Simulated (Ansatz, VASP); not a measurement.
# One calculation of Al, two programs

```
Al
1.0
     5.71430    0.00000    0.00000
    -2.85715    4.94873    0.00000
     0.00000    0.00000   22.60164
Al
12
Direct
  0.33333 0.16667 0.17698
  0.33333 0.66667 0.17698
  0.83333 0.16667 0.17698
  0.83333 0.66667 0.17698
  0.16667 0.33333 0.27878
  0.16667 0.83333 0.27878
  0.66667 0.33333 0.27878
  0.66667 0.83333 0.27878
  0.00000 0.00000 0.38058
  0.00000 0.50000 0.38058
  0.50000 0.00000 0.38058
  0.50000 0.50000 0.38058
```

Alike in both runs: task single point; functional PBE; k mesh 6 × 6 × 1; occupations gaussian, width 0.1 eV; no spin polarisation.

```csv
,VASP,Ansatz
version,VASP 6.6.1,Ansatz 0.2.0
potentials or method,"VASP PAW PBE potentials, release 64 (Al)","scalar-relativistic, plane waves, PAW"
plane-wave cutoff (eV),520,420
valence electrons in the cell,36,36
```

|  | VASP | Ansatz | Ansatz less VASP |
| --- | --- | --- | --- |
| gap on the k mesh at the Fermi level (eV) | none | none | - |
| work function, face that differs most (eV) | 3.79 | 3.91 | +0.126 |

A gap of «none» marks a metal or a gap that the smearing closes.
